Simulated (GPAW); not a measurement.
# MnS (F-43m) in GPAW: convergence with k mesh

Aim: find how far k mesh must go before the results for MnS settle, at r2SCAN. This setting moves, with any that are tied to it; all else stays.

Program: GPAW 26.7.0. These are calculated values, not measurements. Logs are shortened: lines on timing, memory, paths and dates and some standing lists are left out, and cuts for length are marked. The log counts tension as positive stress, the text compression.

### 1 Starting point

Symmetry: F-43m, No. 216, cubic system. The conventional cell has a = 4.947 Å, b = 4.947 Å, c = 4.947 Å, α = 90.00°, β = 90.00°, γ = 90.00°. Mn (site symmetry -43m) has 4 S at 2.14 Å as nearest neighbours. Around S (site symmetry -43m) lie 4 Mn at 2.14 Å.

The cell is a database's computed one.

### 2 With k mesh 2 × 2 × 2

Contents of run.py:

```python
from ase.dft.bandgap import bandgap
from ase.io import read, write
from ase.units import GPa
from gpaw import GPAW, PW

atoms = read('POSCAR')
atoms.set_initial_magnetic_moments([4.0, 0.0])

calc = GPAW(mode=PW(600),
            xc='MGGA_X_R2SCAN+MGGA_C_R2SCAN',
            kpts={'size': (2, 2, 2), 'gamma': True},
            occupations={'name': 'fermi-dirac', 'width': 0.05},
            nbands=21,
            convergence={'density': 1e-05, 'energy': 1e-05},
            maxiter=100,
            txt='gpaw.txt')
atoms.calc = calc
energy = atoms.get_potential_energy()
forces = atoms.get_forces()
stress = atoms.get_stress()
calc.write('gs.gpw')
write('result.traj', atoms)
print(f'Energy: {energy:.6f} eV')
print('Forces (eV/A):')
print(forces.round(4))
print('Stress (GPa):', (stress / GPa).round(3))
print('Moments:', calc.get_magnetic_moments().round(3))
print('Fermi level:', round(calc.get_fermi_level(), 4), 'eV')
print(f'Gap: {bandgap(calc)[0]:.4f} eV, direct: {bandgap(calc, direct=True)[0]:.4f} eV')
```

Contents of POSCAR:

```
MnS
1.0
    0.0000000000      2.4734634191      2.4734634191
    2.4734634191      0.0000000000      2.4734634191
    2.4734634191      2.4734634191      0.0000000000
Mn S
1 1
Direct
    0.0000000000      0.0000000000      0.0000000000
    0.7500000000      0.7500000000      0.7500000000
```

Potentials or basis: GPAW PAW data sets (gpaw-data 1.2.1), pw.

Launch:

```console
$ OMP_NUM_THREADS=1 python run.py
```

Wall time 15 s (1 thread of Arm Neoverse V1, shared host); peak memory 0.24 GiB.

What came out:

```
Free energy            : -22.9958 eV
Pressure               : 42.5 GPa
Band gap on the k mesh : none (metal or under the smearing width)
Net moment             : 4.25 μB per cell
Site moments           : Mn +3.73; S +0.14 μB
```

### 3 With k mesh 3 × 3 × 3

run.py, as its differences from that of step 2:

```diff
@@ -10,3 +10,3 @@
             xc='MGGA_X_R2SCAN+MGGA_C_R2SCAN',
-            kpts={'size': (2, 2, 2), 'gamma': True},
+            kpts={'size': (3, 3, 3), 'gamma': True},
             occupations={'name': 'fermi-dirac', 'width': 0.05},
```

POSCAR is that of step 2.

Potentials or basis: GPAW PAW data sets (gpaw-data 1.2.1), pw.

Launch:

```console
$ OMP_NUM_THREADS=1 python run.py
```

Wall time 16 s (1 thread of Arm Neoverse V1, shared host); peak memory 0.24 GiB.

Results:

- Free energy: -23.4093 eV
- Pressure: 32.0 GPa
- Band gap on the k mesh: none (metal or under the smearing width)
- Net moment: 3.59 μB per cell
- Site moments: Mn +3.33; S -0.00 μB

### 4 With k mesh 4 × 4 × 4

run.py, as its differences from that of step 3:

```diff
@@ -10,3 +10,3 @@
             xc='MGGA_X_R2SCAN+MGGA_C_R2SCAN',
-            kpts={'size': (3, 3, 3), 'gamma': True},
+            kpts={'size': (4, 4, 4), 'gamma': True},
             occupations={'name': 'fermi-dirac', 'width': 0.05},
```

POSCAR is that of step 3.

Launch:

```console
$ OMP_NUM_THREADS=1 python run.py
```

Run time: 30 s. Hardware: 1 thread of Arm Neoverse V1, shared host; peak memory 0.25 GiB.

Results:

```yaml
Free_energy: -23.2656 eV
Pressure: 33.3 GPa
Band_gap_on_the_k_mesh: none (metal or under the smearing width)
Net_moment: 3.65 μB per cell
Site_moments: Mn +3.37; S +0.01 μB
```

### 5 With k mesh 5 × 5 × 5

run.py, as its differences from that of step 4:

```diff
@@ -10,3 +10,3 @@
             xc='MGGA_X_R2SCAN+MGGA_C_R2SCAN',
-            kpts={'size': (4, 4, 4), 'gamma': True},
+            kpts={'size': (5, 5, 5), 'gamma': True},
             occupations={'name': 'fermi-dirac', 'width': 0.05},
```

POSCAR is that of step 4.

Launch:

```console
$ OMP_NUM_THREADS=1 python run.py
```

Run time: 46 s. Hardware: 1 thread of Arm Neoverse V1, shared host; peak memory 0.25 GiB.

It converged, with:

* Free energy: -23.2281 eV
* Pressure: 30.8 GPa
* Band gap on the k mesh: none (metal or under the smearing width)
* Net moment: 3.47 μB per cell
* Site moments: Mn +3.23; S +0.00 μB

### 6 With k mesh 6 × 6 × 6

run.py, as its differences from that of step 5:

```diff
@@ -10,3 +10,3 @@
             xc='MGGA_X_R2SCAN+MGGA_C_R2SCAN',
-            kpts={'size': (5, 5, 5), 'gamma': True},
+            kpts={'size': (6, 6, 6), 'gamma': True},
             occupations={'name': 'fermi-dirac', 'width': 0.05},
```

POSCAR is that of step 5.

Potentials or basis: GPAW PAW data sets (gpaw-data 1.2.1), pw.

Launch:

```console
$ OMP_NUM_THREADS=1 python run.py
```

It took 50 s on 1 thread of Arm Neoverse V1, shared host; peak memory 0.26 GiB.

The run converged. Its results:

```
Free energy            : -23.2408 eV
Pressure               : 34.1 GPa
Band gap on the k mesh : none (metal or under the smearing width)
Net moment             : 3.69 μB per cell
Site moments           : Mn +3.40; S +0.02 μB
```

### 7 With k mesh 7 × 7 × 7

run.py, as its differences from that of step 6:

```diff
@@ -10,3 +10,3 @@
             xc='MGGA_X_R2SCAN+MGGA_C_R2SCAN',
-            kpts={'size': (6, 6, 6), 'gamma': True},
+            kpts={'size': (7, 7, 7), 'gamma': True},
             occupations={'name': 'fermi-dirac', 'width': 0.05},
```

POSCAR is that of step 6.

Launch:

```console
$ OMP_NUM_THREADS=1 python run.py
```

It took 63 s on 1 thread of Arm Neoverse V1, shared host; peak memory 0.26 GiB.

The run converged. Its results:

```
Free energy            : -23.2345 eV
Pressure               : 33.8 GPa
Band gap on the k mesh : none (metal or under the smearing width)
Net moment             : 3.66 μB per cell
Site moments           : Mn +3.37; S +0.02 μB
```

### 8 With k mesh 8 × 8 × 8

run.py, as its differences from that of step 7:

```diff
@@ -10,3 +10,3 @@
             xc='MGGA_X_R2SCAN+MGGA_C_R2SCAN',
-            kpts={'size': (7, 7, 7), 'gamma': True},
+            kpts={'size': (8, 8, 8), 'gamma': True},
             occupations={'name': 'fermi-dirac', 'width': 0.05},
```

POSCAR is that of step 7.

Launch:

```console
$ OMP_NUM_THREADS=1 python run.py
```

Wall time 89 s (1 thread of Arm Neoverse V1, shared host); peak memory 0.27 GiB.

It converged, with:

```
Free energy            : -23.2365 eV
Pressure               : 34.4 GPa
Band gap on the k mesh : none (metal or under the smearing width)
Net moment             : 3.70 μB per cell
Site moments           : Mn +3.40; S +0.02 μB
```

### 9 With k mesh 10 × 10 × 10

run.py, as its differences from that of step 8:

```diff
@@ -10,3 +10,3 @@
             xc='MGGA_X_R2SCAN+MGGA_C_R2SCAN',
-            kpts={'size': (8, 8, 8), 'gamma': True},
+            kpts={'size': (10, 10, 10), 'gamma': True},
             occupations={'name': 'fermi-dirac', 'width': 0.05},
```

POSCAR is that of step 8.

Potentials or basis: GPAW PAW data sets (gpaw-data 1.2.1), pw.

Launch:

```console
$ OMP_NUM_THREADS=1 python run.py
```

Run time: 2.3 min. Hardware: 1 thread of Arm Neoverse V1, shared host; peak memory 0.28 GiB.

The run converged. Its results:

| Quantity | Value |
| --- | --- |
| Free energy | -23.2352 eV |
| Pressure | 34.1 GPa |
| Band gap on the k mesh | none (metal or under the smearing width) |
| Net moment | 3.68 μB per cell |
| Site moments | Mn +3.38; S +0.02 μB |

### 10 With k mesh 12 × 12 × 12

run.py, as its differences from that of step 9:

```diff
@@ -10,3 +10,3 @@
             xc='MGGA_X_R2SCAN+MGGA_C_R2SCAN',
-            kpts={'size': (10, 10, 10), 'gamma': True},
+            kpts={'size': (12, 12, 12), 'gamma': True},
             occupations={'name': 'fermi-dirac', 'width': 0.05},
```

POSCAR is that of step 9.

Potentials or basis: GPAW PAW data sets (gpaw-data 1.2.1), pw.

Launch:

```console
$ OMP_NUM_THREADS=1 python run.py
```

gpaw.txt:

```text
__  _  _
 | _ |_)|_||  |
 |__||  | ||/\| - 26.7.0

Input parameters:
  mode=PW(ecut=600.0),
  convergence={'density': 1e-05, 'energy': 1e-05},
  kpts=MonkhorstPack(size=(12, 12, 12), gamma=True),
  maxiter=100,
  nbands=21,
  occupations=Occupations(name='fermi-dirac', width=0.05),
  xc=XC(name='MGGA_X_R2SCAN+MGGA_C_R2SCAN')

Diagonalizing LCAO Hamiltonian
Converting LCAO to pw mode

                   S

       Mn

Atoms  # Å, Bohr magnetons
|   | symbol |        x |        y |        z |    initial magnetic moments |
|---|--------|----------|----------|----------|-----------------------------|
| 0 |     Mn | 0.000000 | 0.000000 | 0.000000 | ( 0.0000,  0.0000,  4.0000) |
| 1 |      S | 3.710195 | 3.710195 | 3.710195 | ( 0.0000,  0.0000,  0.0000) |

Unit cell  # Å
| periodic |        x |        y |        z |  lengths |    angles |
|----------|----------|----------|----------|----------|-----------|
|      yes | 0.000000 | 2.473463 | 2.473463 | 3.498006 | 60.000000 |
|      yes | 2.473463 | 0.000000 | 2.473463 | 3.498006 | 60.000000 |
|      yes | 2.473463 | 2.473463 | 0.000000 | 3.498006 | 60.000000 |

Number of symmetries: 24
Symmetry operations  # r_c * U_cc + t_c -> r_c
|    | kind |            matrix            |
|----|------|------------------------------|
|  0 |  E   |  1, 0, 0,  0, 1, 0,  0, 0, 1 |
|  1 |  σ   |  1, 0, 0,  0, 0, 1,  0, 1, 0 |
|  2 |  σ   |  1, 0,-1,  0, 1,-1,  0, 0,-1 |
|  3 |  C3  |  1, 0,-1,  0, 0,-1,  0, 1,-1 |
|  4 |  C3  |  1,-1, 0,  0,-1, 1,  0,-1, 0 |
|  5 |  σ   |  1,-1, 0,  0,-1, 0,  0,-1, 1 |
|  6 |  σ   |  0, 1, 0,  1, 0, 0,  0, 0, 1 |
|  7 |  C3  |  0, 1, 0,  0, 0, 1,  1, 0, 0 |
|  8 |  C2  |  0, 1,-1,  1, 0,-1,  0, 0,-1 |
|  9 |  S4  |  0, 1,-1,  0, 0,-1,  1, 0,-1 |
| 10 |  C3  |  0, 0, 1,  1, 0, 0,  0, 1, 0 |
| 11 |  σ   |  0, 0, 1,  0, 1, 0,  1, 0, 0 |
| 12 |  S4  |  0, 0,-1,  1, 0,-1,  0, 1,-1 |
| 13 |  C3  |  0, 0,-1,  0, 1,-1,  1, 0,-1 |
| 14 |  S4  |  0,-1, 1,  1,-1, 0,  0,-1, 0 |
| 15 |  C2  |  0,-1, 1,  0,-1, 0,  1,-1, 0 |
| 16 |  C3  |  0,-1, 0,  1,-1, 0,  0,-1, 1 |
| 17 |  S4  |  0,-1, 0,  0,-1, 1,  1,-1, 0 |
| 18 |  S4  | -1, 1, 0, -1, 0, 1, -1, 0, 0 |
| 19 |  C3  | -1, 1, 0, -1, 0, 0, -1, 0, 1 |
| 20 |  C3  | -1, 0, 1, -1, 1, 0, -1, 0, 0 |
| 21 |  S4  | -1, 0, 1, -1, 0, 0, -1, 1, 0 |
| 22 |  σ   | -1, 0, 0, -1, 1, 0, -1, 0, 1 |
| 23 |  C2  | -1, 0, 0, -1, 0, 1, -1, 1, 0 |

BZ-sampling:
  Number of BZ points: 1728
  Number of IBZ points: 72

  Monkhorst-Pack size: [12, 12, 12]
  Monkhorst-Pack shift: [0.041666666666666664, 0.041666666666666664, 0.041666666666666664]

K-points  # in reciprocal-cell coordinates
|     |                                coordinates |     weight |
|-----|--------------------------------------------|------------|
|   0 | ( -0.00000000,  -0.00000000,  -0.00000000) | 0.00057870 |
|   1 | (  0.08333333,   0.08333333,  -0.00000000) | 0.00347222 |
|   2 | (  0.08333333,   0.08333333,   0.08333333) | 0.00462963 |
|   3 | (  0.16666667,   0.08333333,   0.08333333) | 0.00694444 |
|   4 | (  0.16666667,   0.16666667,  -0.00000000) | 0.00347222 |
|   5 | (  0.16666667,   0.16666667,   0.08333333) | 0.01388889 |
|   6 | (  0.16666667,   0.16666667,   0.16666667) | 0.00462963 |
|   7 | (  0.25000000,   0.16666667,   0.08333333) | 0.01388889 |
|   8 | (  0.25000000,   0.16666667,   0.16666667) | 0.01388889 |
|   9 | (  0.25000000,   0.25000000,  -0.00000000) | 0.00347222 |
| ... |                                            |            |
|  71 | (  0.50000000,   0.50000000,   0.50000000) | 0.00231481 |

Plane wave coefficients: 1036
Cutoff: 600.0 eV

Spin-components: 2 (collinear spins)
Bands:           21
Projectors:      11
Spin-degeneracy: 1
Datatype:        complex128

Parallelization:
  kpt:    1
  domain: 1
  band:   1

Density:
  Valence electrons: 21.0
  Components: 2
  Grid points: [20 20 20]
  Charge: 0.0  # |e|

Potential:
  Grid points: [20 20 20]

species:
  Mn:
    name:    Manganese
    Z:       25.0
    valence: 15
    core:    10
    charge:  0.0  # [|e|]
    compensation charges:
      type: gauss
      rc: 0.38  # [Å]
      lmax: 2
    cutoffs:
      filter: 2.14  # [Å]
      core: 0.86  # [Å]
    projectors
    | kind |    occ | energy [eV] | rcut [Å] |
    |------|--------|-------------|----------|
    |   3s |  2.000 |     -85.859 |    1.275 |
    |   4s |  2.000 |      -5.106 |    1.275 |
    |   3p |  6.000 |     -54.597 |    1.281 |
    |   4p |  0.000 |      -1.371 |    1.281 |
    |   3d |  5.000 |      -6.771 |    1.138 |
    |    d |        |      20.441 |    1.138 |

    Using partial waves for Mn as LCAO basis

  S:
    name:    Sulfur
    Z:       16.0
    valence: 6
    core:    10
    charge:  0.0  # [|e|]
    compensation charges:
      type: gauss
      rc: 0.24  # [Å]
      lmax: 2
    cutoffs:
      filter: 1.77  # [Å]
      core: 1.66  # [Å]
    projectors
    | kind |    occ | energy [eV] | rcut [Å] |
    |------|--------|-------------|----------|
    |   3s |  2.000 |     -17.254 |    0.974 |
    |   3p |  4.000 |      -7.008 |    0.979 |
    |    s |        |       9.957 |    0.974 |
    |    p |        |      20.203 |    0.979 |
    |    d |        |       0.000 |    0.900 |

    Using partial waves for S as LCAO basis

Reference energy: -42371.707970  # eV

eigensolver:
  PPCG
  Converge bands: occupied
  niter=2

density mixing:
  MSR1-Mixer
  Pratt-step length: 0.05
  Maximum mixing coefficient: 0.75
  Old densities: 10
  SVD Regularization: 0.005
  Good broyden scale: 1.0
  Trust region scale: 1.0
  Backstep threshold: 4.0
  History deletion threshold: 6.0
  Fourier metric: weight=20.0, sigma=0.015

occupation numbers:
  Fermi-Dirac:
    width: 0.0500  # eV

poisson solver:
  ecut: 4800.0  # eV

xc functional:
  name: MGGA_X_R2SCAN+MGGA_C_R2SCAN with 2 nearest neighbor stencil

convergence criteria:
- Maximum integral of absolute [dens]ity change: 1e-05 electrons / valence electron
- Maximum [total energy] change in last 3 cyles: 1e-05 eV / valence electron
- Maximum integral of absolute [eigenst]ate change: 4e-08 eV^2 / valence electron
maximum number of iterations: 100

SCF iterations
|iter     | |      energy | eigst |  dens |  magmom |
|---------|-|-------------|-------|-------|---------|
|iter:   1| |  -27.161387 | +0.30 |       |  +4.0039|
|iter:   2| |  -23.239933 | -1.50 | -1.26 |  +3.9999|
|iter:   3| |-110545.668574 | +4.44 | -1.24 | -99.9803|
|iter:   4| |   -7.705664 | +3.63 | +1.33 |  +3.6091|
|iter:   5| |  -22.930447 | +1.14 | -0.72 |  +3.7741|
|iter:   6| |  -23.248460 | -0.81 | -1.53 |  +3.7328|
|iter:   7| |  -23.226831 | -2.62 | -1.76 |  +3.7558|
|iter:   8| |  -23.231167 | -3.19 | -2.04 |  +3.7166|
|iter:   9| |  -23.230510 | -4.45 | -2.37 |  +3.7169|
|iter:  10| |  -23.230729 | -4.42 | -2.64 |  +3.7028|
|iter:  11| |  -23.230722 | -5.13 | -3.01 |  +3.6900|
|iter:  12| |  -23.230691c| -5.87 | -3.50 |  +3.6822|
|iter:  13| |  -23.230690c| -5.99 | -3.61 |  +3.6811|
|iter:  14| |  -23.230694c| -7.04 | -3.95 |  +3.6816|
|iter:  15| |  -23.230696c| -7.56c| -4.35 |  +3.6821|
|iter:  16| |  -23.230697c| -8.26c| -5.26c|  +3.6821|

Converged in 16 steps
Energy contributions relative to reference atoms: (reference = -42371.707970)

Energy contributions:
  Kinetic:          36.121572
  Coulomb:         -29.388965
  Zero:              0.032082
  External:          0.000000
  Xc:              -29.989662
  Entropy:          -0.011449
  Spinorbit:         0.000000
  ----------------------------
  Free energy:     -23.236421
  Extrapolated:    -23.230697

dipole moment: (-7.669378, -7.669378, -7.669378)  # |e|*Ang

Total magnetic moment: (0.000000, 0.000000, 3.682120)

Local magnetic moments
|        x |        y |        z |
|----------|----------|----------|
| 0.000000 | 0.000000 | 3.386117 |  # Mn   0
| 0.000000 | 0.000000 | 0.018508 |  # S    1

Fermi level: 8.629
Eigenvalues  # (at kpt = [-0.000, -0.000, -0.000])
| band index |      eig [eV] | occ [0-1] |      eig [eV] | occ [0-1] |
|------------|---------------|-----------|---------------|-----------|
|          0 |       -76.266 |     1.000 |       -71.485 |     1.000 |
|          1 |       -43.831 |     1.000 |       -39.108 |     1.000 |
|          2 |       -43.831 |     1.000 |       -39.108 |     1.000 |
|          3 |       -43.831 |     1.000 |       -39.108 |     1.000 |
|          4 |        -8.165 |     1.000 |        -7.894 |     1.000 |
|          5 |         2.114 |     1.000 |         3.570 |     1.000 |
[... 9 lines left out ...]
|         15 |        15.596 |     0.000 |        16.775 |     0.000 |
|         16 |        15.596 |     0.000 |        16.775 |     0.000 |
|        ... |               |           |               |           |
|         20 |        24.446 |     0.000 |        25.366 |     0.000 |

No gap
No difference between direct/indirect transitions

Forces  # eV/Ang
|        x |       y |        z |
|----------|---------|----------|
| -0.00000 | 0.00000 |  0.00000 |  # Mn   0
|  0.00000 | 0.00000 | -0.00000 |  # S    1

Stress tensor  # eV/Ang^3
|         x |         y |         z |
|-----------|-----------|-----------|
| -0.212814 |  0.000000 |  0.000000 |
|  0.000000 | -0.212814 |  0.000000 |
|  0.000000 |  0.000000 | -0.212814 |

# Writing to gs.gpw (mode='')
```

It took 3.5 min on 1 thread of Arm Neoverse V1, shared host; peak memory 0.31 GiB.

Results:

* Free energy: -23.2364 eV
* Pressure: 34.1 GPa
* Band gap on the k mesh: none (metal or under the smearing width)
* Net moment: 3.68 μB per cell
* Site moments: Mn +3.39; S +0.02 μB

### 11 Result

```tsv
k mesh	energy less the tightest run, at zero smearing (meV/atom)	pressure (GPa)	largest site moment (μB)	SCF cycles	CPU time (s)	peak memory (GiB)
2 × 2 × 2	117.49	42.47	3.73	16	15	0.24
3 × 3 × 3	-87.52	31.96	3.33	15	16	0.24
4 × 4 × 4	-14.40	33.32	3.37	17	30	0.25
5 × 5 × 5	5.50	30.79	3.23	22	46	0.25
6 × 6 × 6	-2.48	34.11	3.40	16	50	0.26
7 × 7 × 7	1.26	33.76	3.37	16	63	0.26
8 × 8 × 8	-0.36	34.37	3.40	16	89	0.27
10 × 10 × 10	0.97	34.06	3.38	16	140	0.28
12 × 12 × 12	0.00	34.10	3.39	16	210	0.31
```

Against the tightest run, the energy stays within 1 meV/atom from 8 × 8 × 8 on; the pressure stays within 0.1 GPa from 10 × 10 × 10 on; the largest site moment stays within 0.02 μB from 6 × 6 × 6 on. Meshes of other sizes hit other points, so gaps and Fermi surfaces needn't settle smoothly. The tightest run that finished is the yardstick and may itself not be fully converged.

Caveats: a pressure of tens of GPa on the cell as given is suspect, and the run, the potentials or the cell itself is likely at fault; the PAW data sets were made with another functional, which shifts forces and pressure a little; a cell with one magnetic atom can't hold antiferromagnetic order, which such compounds often take; semilocal functionals often make such compounds metallic where correlation or magnetic order opens a gap, which also shifts bond lengths.
